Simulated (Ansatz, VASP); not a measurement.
**Two plane-wave programs on Nb**

The input INCAR:

```
SYSTEM = Nb
  ALGO = Normal
  EDIFF = 1E-6
  EDIFFG = -0.005
  ENCUT = 600
  GGA = PE
  IBRION = 2
  ISIF = 3
  ISMEAR = 0
  LASPH = .True.
  LCHARG = .False.
  LREAL = .False.
  LWAVE = .False.
  NELM = 100
  NSW = 100
  PREC = Accurate
  SIGMA = 0.1
```

File KPOINTS:

```
k-points
0
Gamma
  18 18 18
  0 0 0
```

The input POSCAR:

```
Nb
1.0
    0.0000000000      2.1150000000      2.1150000000
    2.1150000000      0.0000000000      2.1150000000
    2.1150000000      2.1150000000      0.0000000000
Nb
1
Direct
    0.0000000000      0.0000000000      0.0000000000
```

Input for Ansatz:

```yaml
crystal:
  lattice:
    - [0.0, 2.115, 2.115]
    - [2.115, 0.0, 2.115]
    - [2.115, 2.115, 0.0]
  atoms:
    - { symbol: Nb, position: [0.0, 0.0, 0.0] }
basis:
  ecutwfc: 420
kpoints:
  mp_grid: { grid: [18, 18, 18] }
hamiltonian:
  xc: pbe
scf:
  occupations: { method: gaussian, width: 0.1 }
output:
  forces: true
  stress: true
  eigenvalues: true
relax:
  adjacent_minimum: "off"
  f_tol: 0.005
  max_steps: 80
  cell: { stress_tol: 0.05 }
```

This isn't the form of Nb at room conditions, which is bcc.

Alike in both runs: task relaxation of cell and atoms; functional PBE; k mesh 18 × 18 × 18; occupations gaussian, width 0.1 eV; no spin polarisation.

```csv
,VASP,Ansatz
version,VASP 6.6.1,Ansatz 0.2.0
potentials or method,"VASP PAW PBE potentials, release 64 (Nb_sv)","scalar-relativistic, plane waves, PAW"
plane-wave cutoff (eV),600,420
valence electrons in the cell,13,13
```

Ansatz gave:

* gap on the k mesh at the Fermi level, each at its own relaxed structure (eV): none
* relaxed volume (Å³/atom): 18.77
* relaxed cell length with the largest relative difference (Å): 2.983
* energy change over the relaxation (meV/atom): -1

**Question.** What did VASP give for the same quantities?

**Answer.** gap on the k mesh at the Fermi level, each at its own relaxed structure (eV): none; relaxed volume (Å³/atom): 18.73; relaxed cell length with the largest relative difference (Å): 2.981; energy change over the relaxation (meV/atom): -1.

A gap of «none» marks a metal or a gap that the smearing closes.
